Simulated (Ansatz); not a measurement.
## In under changes of volume

One of the cells (26.458 Å³/atom); the others are scaled copies at fixed shape and fractional positions:

```xyz
4
Lattice="3.3638 0.0000 0.0000 -1.6819 2.9132 0.0000 0.0000 0.0000 10.7997" Properties=species:S:1:pos:R:3 pbc="T T T"
In    1.6819    0.9711    8.0998
In    0.0000    0.0000    5.3999
In    0.0000    1.9421    2.6999
In    0.0000    0.0000    0.0000
```

This isn't the form of In at room conditions, which is tetragonal.

- Program: Ansatz 0.2.0
- Functional: PBE
- Potentials or basis: Ansatz PAW
- Cutoff: 420 eV (not typed: the program's choice for these potentials)
- k mesh: 9 × 9 × 3
- Occupations: fermi-dirac, width 0.05 eV
- Spin: no spin polarisation

| volume (Å³/atom) | energy over the lowest point (meV/atom) | pressure (GPa) |
| --- | --- | --- |
| 24.870 | 35.56 | 4.7 |
| 25.400 | 22.05 | 3.5 |
| 25.929 | 12.12 | 2.5 |
| 26.458 | 5.36 | 1.6 |
| 26.987 | 1.42 | 0.8 |
| 27.516 | 0.00 | 0.1 |
| 28.045 | ? | ? |

**Question.** What does the run at 28.045 Å³/atom give?

**Answer.** Energy over the lowest point 0.80 meV/atom; pressure -0.6 GPa.

Worked out: A Birch-Murnaghan fit of order 3 (a polynomial in V^(-2/3)) to the other rows has its minimum at 27.58 Å³/atom, just outside them, with B0 = V·E''(V) = 35 GPa and B' = 4.9 at fixed shape and positions, which overstates the stiffness. It gives 0.83 meV/atom at 28.045 Å³/atom, against the run's 0.80, and -dE/dV = -0.6 GPa, against -0.6.

Energies are extrapolated to zero smearing.
